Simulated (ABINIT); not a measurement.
# Sb (Im-3m) in ABINIT: notebook

One crystal, Sb, is run at these levels: PBEsol, LDA; tasks: single point.

All numbers are computed with ABINIT 10.8.3 (patched build); they aren't measurements. Logs are shortened: lines on timing, memory, paths and dates and some standing lists are left out, and cuts for length are marked. The log counts tension as positive stress, the text compression.

### Step 1. The structure

It takes space group Im-3m (No. 229, cubic). Conventional cell: a = 3.743 Å, b = 3.743 Å, c = 3.743 Å, α = 90.00°, β = 90.00°, γ = 90.00°. Sb (site symmetry m-3m) is surrounded by 8 Sb at 3.24 Å.

This isn't the form of Sb at room conditions, which is rhombohedral.

### Step 2. Single point, PBEsol

Input file run.abi:

```
# Pseudopotentials
pp_dirpath "./"
pseudos "Sb.upf"

# Structure
acell 3.2412574934 3.2412574934 3.2412574934 Angstrom
rprim
    -0.5773502692     0.5773502692     0.5773502692
     0.5773502692    -0.5773502692     0.5773502692
     0.5773502692     0.5773502692    -0.5773502692
ntypat 1
znucl 51
natom 1
typat 1
xcart
     0.0000000000     0.0000000000     0.0000000000 Angstrom

# Plane-wave basis
ecut 979.609905 eV

# k points
kptopt 1
ngkpt 8 8 8
nshiftk 1
shiftk 0.0 0.0 0.0

# Exchange and correlation
ixc -116133

# Bands and occupations
nband 12
occopt 3
tsmear 0.05 eV

# SCF cycle
nstep 100
tolvrs 1.0e-10

# Output
iomode 3
prtwf 0
prtden 0
prteig 0
prtebands 0
enunit 2
```

Potentials or basis: PseudoDojo NC SR PBEsol v0.4.1 standard.

On the command line:

```console
> abinit run.abi > log 2>&1
```

run.abo:

```text
.Version 10.8.3 of ABINIT
 Symmetries : space group Im -3 m (#229); Bravais cI (body-center cubic)
================================================================================
 Values of the parameters that define the memory need of the present run
     intxc =       0    ionmov =       0      iscf =       7    lmnmax =       6
     lnmax =       6     mgfft =      36  mpssoang =       3    mqgrid =    3001
     natom =       1  nloc_mem =       1    nspden =       1   nspinor =       1
    nsppol =       1      nsym =      48    n1xccc =    2501    ntypat =       1
    occopt =       3   xclevel =       2
       mpw =        1841          nfft =       46656          nkpt =          29
================================================================================
================================================================================

--------------------------------------------------------------------------------
------------- Echo of variables that govern the present computation ------------
--------------------------------------------------------------------------------
 -outvars: echo values of preprocessed input variables --------
            acell      6.1250889661E+00  6.1250889661E+00  6.1250889661E+00 Bohr
              amu      1.21753000E+02
             ecut      3.60000000E+01 Hartree
           enunit           2
              ixc     -116133
         kptrlatt        8    0    0      0    8    0      0    0    8
          kptrlen      4.90007117E+01
            natom           1
            nband          12
            ngfft          36      36      36
             nkpt          29
            nstep         100
             nsym          48
           ntypat           1
           occopt           3
           prtden           0
        prtebands           0
           prteig           0
            prtwf           0
            rprim     -5.7735026920E-01  5.7735026920E-01  5.7735026920E-01
                       5.7735026920E-01 -5.7735026920E-01  5.7735026920E-01
                       5.7735026920E-01  5.7735026920E-01 -5.7735026920E-01
          spgroup         229
           tolvrs      1.00000000E-10
           tsmear      1.83746611E-03 Hartree
            typat      1
            znucl       51.00000

================================================================================

 chkinp: Checking input parameters for consistency.

================================================================================
== DATASET  1 ==================================================================

--- !DatasetInfo
iteration_state: {dtset: 1, }
dimensions: {natom: 1, nkpt: 29, mband: 12, nsppol: 1, nspinor: 1, nspden: 1, mpw: 1841, }
cutoff_energies: {ecut:  36.0, pawecutdg:  -1.0, }
[... 66 lines left out ...]
xred      :
- [  0.0000E+00,   0.0000E+00,   0.0000E+00, Sb]
cartesian_forces: # hartree/bohr
- [ -0.00000000E+00,  -0.00000000E+00,  -0.00000000E+00, ]
force_length_stats: {min:   0.00000000E+00, max:   0.00000000E+00, mean:   0.00000000E+00, }
...

 Integrated electronic density in atomic spheres:
 ------------------------------------------------
 Atom  Sphere_radius  Integrated_density
    1        2.00000         11.17353440
================================================================================

 ----iterations are completed or convergence reached----

 Mean square residual over all n,k,spin=   16.018E-07; max=  28.423E-05
 reduced coordinates (array xred) for    1 atoms
       0.000000000000      0.000000000000      0.000000000000
 rms dE/dt=  0.0000E+00; max dE/dt=  0.0000E+00; dE/dt below (all hartree)
    1       0.000000000000      0.000000000000      0.000000000000

 cartesian coordinates (angstrom) at end:
    1      0.00000000000000     0.00000000000000     0.00000000000000

 cartesian forces (hartree/bohr) at end:
    1     -0.00000000000000    -0.00000000000000    -0.00000000000000
 frms,max,avg= 0.0000000E+00 0.0000000E+00   0.000E+00  0.000E+00  0.000E+00 h/b

 cartesian forces (eV/Angstrom) at end:
    1     -0.00000000000000    -0.00000000000000    -0.00000000000000
 frms,max,avg= 0.0000000E+00 0.0000000E+00   0.000E+00  0.000E+00  0.000E+00 e/A
 length scales=  6.125088966072  6.125088966072  6.125088966072 bohr
              =  3.241257493400  3.241257493400  3.241257493400 angstroms
 Fermi (or HOMO) energy (hartree) =   0.30291   Average Vxc (hartree)=  -0.41080
 Eigenvalues (hartree) for nkpt=  29  k points:
 kpt#   1, nband= 12, wtk=  0.00195, kpt=  0.0000  0.0000  0.0000 (reduced coord)
  -0.76634   -0.76634   -0.76634   -0.76353   -0.76353   -0.17393    0.51505    0.51505
   0.51505    0.72643    0.72649    0.72651
      occupation numbers for kpt#   1
   2.00000    2.00000    2.00000    2.00000    2.00000    2.00000    0.00000    0.00000
   0.00000    0.00000    0.00000    0.00000
 prteigrs : prtvol=0 or 1, do not print more k-points.

 Fermi (or HOMO) energy (eV) =   8.24259   Average Vxc (eV)= -11.17847
 Eigenvalues (   eV  ) for nkpt=  29  k points:
 kpt#   1, nband= 12, wtk=  0.00195, kpt=  0.0000  0.0000  0.0000 (reduced coord)
 -20.85312  -20.85312  -20.85312  -20.77684  -20.77684   -4.73277   14.01519   14.01519
  14.01519   19.76708   19.76874   19.76938
 prteigrs : prtvol=0 or 1, do not print more k-points.

--- !EnergyTerms
iteration_state     : {dtset: 1, }
comment             : Components of total free energy in Hartree
kinetic             :  5.32036334374772E+01
hartree             :  1.93583793245789E+01
xc                  : -2.25156244591646E+01
Ewald energy        : -5.78869501218829E+01
psp_core            :  2.23492112162568E+00
local_psp           : -6.59823043501558E+01
non_local_psp       : -1.91870392667940E+01
internal            : -9.07749843143156E+01
'-kT*entropy'       : -2.06487281783353E-04
total_energy        : -9.07751908015974E+01
total_energy_eV     : -2.47011877845489E+03
band_energy         : -7.09259519139165E+00
...

 Cartesian components of stress tensor (hartree/bohr^3)
  sigma(1 1)=  8.85228820E-05  sigma(3 2)=  0.00000000E+00
  sigma(2 2)=  8.85228820E-05  sigma(3 1)=  0.00000000E+00
  sigma(3 3)=  8.85228820E-05  sigma(2 1)=  0.00000000E+00

-Cartesian components of stress tensor (GPa)         [Pressure= -2.6044E+00 GPa]
- sigma(1 1)=  2.60443311E+00  sigma(3 2)=  0.00000000E+00
- sigma(2 2)=  2.60443311E+00  sigma(3 1)=  0.00000000E+00
- sigma(3 3)=  2.60443311E+00  sigma(2 1)=  0.00000000E+00

== END DATASET(S) ==============================================================
================================================================================

 -outvars: echo values of variables after computation  --------
            acell      6.1250889661E+00  6.1250889661E+00  6.1250889661E+00 Bohr
           etotal     -9.0775190802E+01
            fcart     -0.0000000000E+00 -0.0000000000E+00 -0.0000000000E+00
            rprim     -5.7735026920E-01  5.7735026920E-01  5.7735026920E-01
                       5.7735026920E-01 -5.7735026920E-01  5.7735026920E-01
                       5.7735026920E-01  5.7735026920E-01 -5.7735026920E-01
           strten      8.8522881983E-05  8.8522881983E-05  8.8522881983E-05
                       0.0000000000E+00  0.0000000000E+00  0.0000000000E+00
 Calculation completed.
```

Run time: 14 s. Hardware: 1 thread of Intel Xeon 6975P-C (Granite Rapids), shared host; peak memory 0.07 GiB.

What came out:

| Quantity | Value |
| --- | --- |
| Free energy | -2470.1188 eV |
| Pressure | -2.6 GPa |
| Band gap on the k mesh | none (metal or under the smearing width) |
| Valence electrons inside the program's atomic spheres | Sb 11.17 (radii [1.0584] Å) |

Levels at points of the mesh, in eV from the Fermi level:
```csv
k point,band 5,band 6,band 7,band 8,band 9,band 10,band 11,band 12
"(0.00, 0.00, 0.00)",-29.02,-12.98,5.77,5.77,5.77,11.52,11.53,11.53
"(0.50, 0.00, 0.00)",-28.97,-8.77,-5.66,1.85,3.93,6.69,7.27,14.23
"(0.50, 0.50, 0.50)",-28.98,-5.41,-1.95,-1.95,-1.95,3.03,3.03,18.57
```

### Step 3. Single point, LDA

Changes to run.abi since step 2:

```diff
@@ -5,3 +5,3 @@
 # Structure
-acell 3.2412574934 3.2412574934 3.2412574934 Angstrom
+acell 6.1250889618 6.1250889618 6.1250889618
 rprim
@@ -14,7 +14,7 @@
 typat 1
-xcart
-     0.0000000000     0.0000000000     0.0000000000 Angstrom
+xred
+     0.0000000000     0.0000000000     0.0000000000
 
 # Plane-wave basis
-ecut 979.609905 eV
+ecut 1088.455450 eV
 
@@ -27,3 +27,3 @@
 # Exchange and correlation
-ixc -116133
+ixc 7
 
@@ -41,5 +41,9 @@
 prtwf 0
-prtden 0
 prteig 0
 prtebands 0
-enunit 2
+enunit 1
+prtden 1
+prtvha 1
+prtvclmb 1
+prtpot 1
+prtelf 1
```

Potentials or basis: PseudoDojo NC SR LDA v0.4.1 standard.

On the command line:

```console
> abinit run.abi > log 2>&1
```

run.abo:

```text
.Version 10.8.3 of ABINIT
 Symmetries : space group Im -3 m (#229); Bravais cI (body-center cubic)
================================================================================
 Values of the parameters that define the memory need of the present run
     intxc =       0    ionmov =       0      iscf =       7    lmnmax =       6
     lnmax =       6     mgfft =      36  mpssoang =       3    mqgrid =    3001
     natom =       1  nloc_mem =       1    nspden =       1   nspinor =       1
    nsppol =       1      nsym =      48    n1xccc =    2501    ntypat =       1
    occopt =       3   xclevel =       1
       mpw =        2154          nfft =       46656          nkpt =          29
================================================================================
================================================================================

--------------------------------------------------------------------------------
------------- Echo of variables that govern the present computation ------------
--------------------------------------------------------------------------------
 -outvars: echo values of preprocessed input variables --------
            acell      6.1250889618E+00  6.1250889618E+00  6.1250889618E+00 Bohr
              amu      1.21753000E+02
             ecut      4.00000000E+01 Hartree
           enunit           1
              ixc           7
         kptrlatt        8    0    0      0    8    0      0    0    8
          kptrlen      4.90007117E+01
            natom           1
            nband          12
            ngfft          36      36      36
             nkpt          29
            nstep         100
             nsym          48
[... 149 lines left out ...]
 -20.99707  -20.99707  -20.99707  -20.91912  -20.91912   -4.95793   13.70547   13.70547
  13.70547   19.63392   19.63400   19.63561
 prteigrs : prtvol=0 or 1, do not print more k-points.

--- !EnergyTerms
iteration_state     : {dtset: 1, }
comment             : Components of total free energy in Hartree
kinetic             :  5.30940602567167E+01
hartree             :  1.93686048173840E+01
xc                  : -2.24032933882452E+01
Ewald energy        : -5.78869501622571E+01
psp_core            :  2.25222047792058E+00
local_psp           : -6.57806930102749E+01
non_local_psp       : -1.93747285016042E+01
internal            : -9.07307795103600E+01
'-kT*entropy'       : -2.32538922157626E-04
total_energy        : -9.07310120492822E+01
total_energy_eV     : -2.46891661336177E+03
band_energy         : -7.18640366893401E+00
...

 Cartesian components of stress tensor (hartree/bohr^3)
  sigma(1 1)=  7.40347543E-05  sigma(3 2)=  0.00000000E+00
  sigma(2 2)=  7.40347543E-05  sigma(3 1)=  0.00000000E+00
  sigma(3 3)=  7.40347543E-05  sigma(2 1)=  0.00000000E+00

-Cartesian components of stress tensor (GPa)         [Pressure= -2.1782E+00 GPa]
- sigma(1 1)=  2.17817767E+00  sigma(3 2)=  0.00000000E+00
- sigma(2 2)=  2.17817767E+00  sigma(3 1)=  0.00000000E+00
- sigma(3 3)=  2.17817767E+00  sigma(2 1)=  0.00000000E+00

== END DATASET(S) ==============================================================
================================================================================

 -outvars: echo values of variables after computation  --------
            acell      6.1250889618E+00  6.1250889618E+00  6.1250889618E+00 Bohr
           etotal     -9.0731012049E+01
            fcart     -0.0000000000E+00 -0.0000000000E+00 -0.0000000000E+00
            rprim     -5.7735026920E-01  5.7735026920E-01  5.7735026920E-01
                       5.7735026920E-01 -5.7735026920E-01  5.7735026920E-01
                       5.7735026920E-01  5.7735026920E-01 -5.7735026920E-01
           strten      7.4034754320E-05  7.4034754320E-05  7.4034754320E-05
                       0.0000000000E+00  0.0000000000E+00  0.0000000000E+00
 Calculation completed.
```

Run time: 17 s. Hardware: 1 thread of Arm Neoverse V1, shared host; peak memory 0.07 GiB.

Results:

| Quantity | Value |
| --- | --- |
| Free energy | -2468.9166 eV |
| Pressure | -2.2 GPa |
| Band gap on the k mesh | none (metal or under the smearing width) |
| Valence electrons inside the program's atomic spheres | Sb 11.19 (radii [1.0584] Å) |

The run has no spin-orbit coupling, so splittings on Sb are missing.
